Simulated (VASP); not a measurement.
A VASP 6.6.1 single-point calculation on CdF2

INCAR

```
PREC = Accurate
SIGMA = 0.8
IBRION = -1
NBANDS = 20
EDIFF = 1E-7
NELM = 86
NSW = 0
LWAVE = .FALSE.
LREAL = .FALSE.
LCHARG = .FALSE.
LASPH = .TRUE.
ENCUT = 520
ISMEAR = 1
GGA = PE
ISIF = 2
```

KPOINTS

```
KPOINTS created by Atomic Simulation Environment
0
Gamma
8 8 8
0 0 0
```

POSCAR

```
Cd F
 1.0000000000000000
     0.0000000000000000    2.6268232390000001    2.6268232390000001
     2.6268232390000001    0.0000000000000000    2.6268232390000001
     2.6268232390000001    2.6268232390000001    0.0000000000000000
 Cd  F
   1   2
Cartesian
  0.0000000000000000  0.0000000000000000  0.0000000000000000
  1.3134116194999998  1.3134116194999998  1.3134116194999998
  3.9402348585000002  3.9402348585000002  3.9402348585000002
```

The recommended PBE PAW datasets give the neutral cell 26 valence electrons.

Command

```
mpirun -np 1 vasp_std
```

OSZICAR

```
N       E                     dE             d eps       ncg     rms          rms(c)
DAV:   1     0.203988304089E+03    0.20399E+03   -0.15794E+04  1192   0.134E+03
DAV:   2    -0.334831852677E+01   -0.20734E+03   -0.20011E+03  1268   0.354E+02
DAV:   3    -0.121478326668E+02   -0.87995E+01   -0.87629E+01  1332   0.793E+01
DAV:   4    -0.121872517091E+02   -0.39419E-01   -0.39417E-01  1248   0.538E+00
DAV:   5    -0.121873890365E+02   -0.13733E-03   -0.13733E-03  1308   0.286E-01    0.115E+01
DAV:   6    -0.105235473563E+02    0.16638E+01   -0.36934E+00  1448   0.351E+01    0.853E+00
DAV:   7    -0.105678221778E+02   -0.44275E-01   -0.83553E-01  1184   0.837E+00    0.487E+00
DAV:   8    -0.105641209303E+02    0.37012E-02   -0.10676E-01  1184   0.337E+00    0.655E-01
DAV:   9    -0.105571751147E+02    0.69458E-02   -0.26943E-02  1412   0.235E+00    0.844E-02
DAV:  10    -0.105577308465E+02   -0.55573E-03   -0.26303E-03  1196   0.569E-01    0.120E-01
DAV:  11    -0.105578231812E+02   -0.92335E-04   -0.10619E-04  1256   0.918E-02    0.333E-02
DAV:  12    -0.105578335894E+02   -0.10408E-04   -0.14400E-05  1208   0.664E-02    0.190E-02
DAV:  13    -0.105578354263E+02   -0.18368E-05   -0.10292E-05  1236   0.293E-02    0.544E-03
DAV:  14    -0.105578349927E+02    0.43356E-06   -0.18154E-06  1292   0.178E-02    0.155E-03
DAV:  15    -0.105578350006E+02   -0.78508E-08   -0.10415E-07   992   0.324E-03
   1 F= -.10557835E+02 E0= -.10602377E+02  d E =0.133625E+00
```

It converged. Results: gap between bands v and c on the k mesh 3.34 eV; least direct gap on the k mesh 3.73 eV; pressure 17.1 GPa. Band v is the last that the valence electrons fill when counted band by band, and c is the next.

Task: Find the fault in these files.

Result: Smearing far too wide. On sound settings PBE gives a gap of 3.34 eV on its mesh and a pressure of 17.3 GPa for the intended cell. This run's energy (σ→0) differs from it by 16 meV an atom.
